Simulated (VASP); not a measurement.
Write the native input for VASP 6.6.1 that does the following.

```yaml
Task: relaxation of cell and atoms
Functional: PBE
Potentials_or_basis: VASP PAW PBE potentials, release 64 (Al, P)
Cutoff: 600 eV
k_mesh: 8 × 8 × 8
Occupations: gaussian, width 0.03 eV
Spin: no spin polarisation
Further_INCAR_settings: ALGO = Normal; EDIFF = 1e-06; IBRION = 2; EDIFFG = -0.01; NSW = 90; ISIF = 3
```

The structure of AlP lies in POSCAR:

```
AlP
1.0
    0.0000000000      2.7255000000      2.7255000000
    2.7255000000      0.0000000000      2.7255000000
    2.7255000000      2.7255000000      0.0000000000
Al P
1 1
Direct
    0.0000000000      0.0000000000      0.0000000000
    0.2500000000      0.2500000000      0.2500000000
```

The input as run:

INCAR

```
SYSTEM = AlP
PREC = Accurate
ENCUT = 600
EDIFF = 1E-6
ISMEAR = 0
SIGMA = 0.03
LREAL = .FALSE.
LASPH = .TRUE.
NELM = 80
ALGO = Normal
ISIF = 3
LWAVE = .FALSE.
LCHARG = .FALSE.
GGA = PE
IBRION = 2
NSW = 90
EDIFFG = -0.01
```

KPOINTS

```
regular mesh
0
G
  8 8 8
  0 0 0
```

Potentials or basis: VASP PAW PBE potentials, release 64 (Al, P).

Command:

```sh
$ cat potpaw_PBE.64/Al/POTCAR potpaw_PBE.64/P/POTCAR > POTCAR
$ mpirun -np 1 vasp_std > vasp.out
```

Results of the run:

- Relaxed volume: 20.86 Å³/atom
- Relaxed cell: a = 3.893 Å, b = 3.893 Å, c = 3.893 Å, α = 60.00°, β = 60.00°, γ = 60.00°
- Space group after relaxing (to 0.05 Å): F-43m (No. 216)
- Energy gained by relaxing: 5.0 meV/atom
- Ionic steps: 3
- Pressure after relaxing: 0.0 GPa
- Band gap on the k mesh: 1.63 eV, indirect (least direct gap 3.09 eV)

Wall time 13 s on 1 thread of Intel(R) Xeon(R) 6975P-C (Granite Rapids) (shared host), peak memory 0.17 GiB.
